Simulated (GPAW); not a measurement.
The system is Te2Mo.

```xyz
6
Lattice="3.5182 0.0000 0.0000 -1.7591 3.0469 0.0000 0.0000 0.0000 13.9736" Properties=species:S:1:pos:R:3 pbc="T T T"
Te    1.7591    1.0156    5.2960
Te    0.0000    2.0312   12.2828
Te    1.7591    1.0156    1.6908
Te    0.0000    2.0312    8.6776
Mo    1.7591    1.0156   10.4802
Mo    0.0000    2.0312    3.4934
```

Base run:

```yaml
Program: GPAW 26.7.0
Functional: PBE
Potentials_or_basis: GPAW PAW data sets (gpaw-data 1.2.1)
Cutoff: 600 eV
Basis: pw
k_mesh: 9 × 9 × 2
Occupations: fermi-dirac, width 0.05 eV
Spin: no spin polarisation
```

Its results: band gap on the k mesh 0.77 eV, indirect (least direct gap 1.03 eV); pressure 2.3 GPa; largest force 0.104 eV/Å.

**Question.** The run is repeated on the same cell with these changes: k mesh from 9 × 9 × 2 to 5 × 5 × 2; spin from no spin polarisation to spin-orbit coupling, no magnetisation. What comes out?

**Answer.** Band gap on the k mesh 0.69 eV, indirect (least direct gap 1.21 eV); pressure 2.3 GPa; largest force 0.104 eV/Å.

Several settings changed at once, so the effect can't be laid on one alone.

Caveats: this functional lacks dispersion, which binds the layers, so the pressure and a relaxed spacing across them are unreliable; spin-orbit coupling is left out, which moves the levels of the heavy elements (some runs); an odd mesh through Γ misses points on the zone boundary, where band edges often lie (some runs); spin-orbit coupling was added after a scalar SCF, so levels and gaps hold it while energy, forces, pressure and moments don't (some runs); this program's spin-orbit splittings come out too wide for heavy elements (some runs).

Not every run made on this cell is shown here.
